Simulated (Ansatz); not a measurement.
**What a change of settings does to a run on N**

The cell is the one relaxed in the Materials Project (mp-1061298), not relaxed further here; entries there can be hypothetical. The listed cell was then made from it by scaling, straining or moving an atom.

First run: DFT, r2SCAN, PAW with Ansatz's default frozen-core files, scalar-relativistic (Ansatz 0.2.0).

Command: `ansatz run input.yaml --threads 1 --pin off --max-ram 2048MiB --backend cpu --events-out ev --progress --plain --runs-dir out` The run took about 3.6 s on 1 thread of a shared machine.

```yaml
crystal:
  lattice:
    - [2.4983007389, 0.0, 0.0]
    - [-1.2491503695, 2.1635919062, 0.0]
    - [0.0, 0.0, 2.4254463895]
  atoms:
    - { symbol: "N", position: [0.6666666667, 0.3333333333, 0.25] }
    - { symbol: "N", position: [0.3333333333, 0.6666666667, 0.75] }
kpoints:
  mp_grid: { grid: [16, 16, 15] }
scf:
  occupations: { method: fermi_dirac, width: 0.05 }
hamiltonian:
  xc: r2scan
  pseudopotentials: { kind: paw }
output:
  forces: true
  stress: true
  eigenvalues: true
  efg: { contact_densities: true }
```

Result: converged; pressure 12.68 GPa; no gap on the k mesh; 6 SCF iterations.

The input is then changed:

```diff
@@ -8,7 +8,7 @@
     - { symbol: "N", position: [0.3333333333, 0.6666666667, 0.75] }
 kpoints:
-  mp_grid: { grid: [16, 16, 15] }
+  mp_grid: { grid: [16, 16, 15], shift: [0.5, 0.5, 0.5] }
 scf:
-  occupations: { method: fermi_dirac, width: 0.05 }
+  occupations: { method: gaussian, width: 0.05 }
 hamiltonian:
   xc: r2scan
@@ -19,3 +19,7 @@
   eigenvalues: true
   efg: { contact_densities: true }
+  write_density: true
+  write_potential: true
+  elf: true
+  volumetric_format: npy
```

Task: What does the second run give?

Result: It converged; energy at zero smearing +1.5 meV/atom from the first run; pressure 12.97 GPa; largest force 0.004 eV/Å; no gap on the k mesh; 6 SCF iterations.
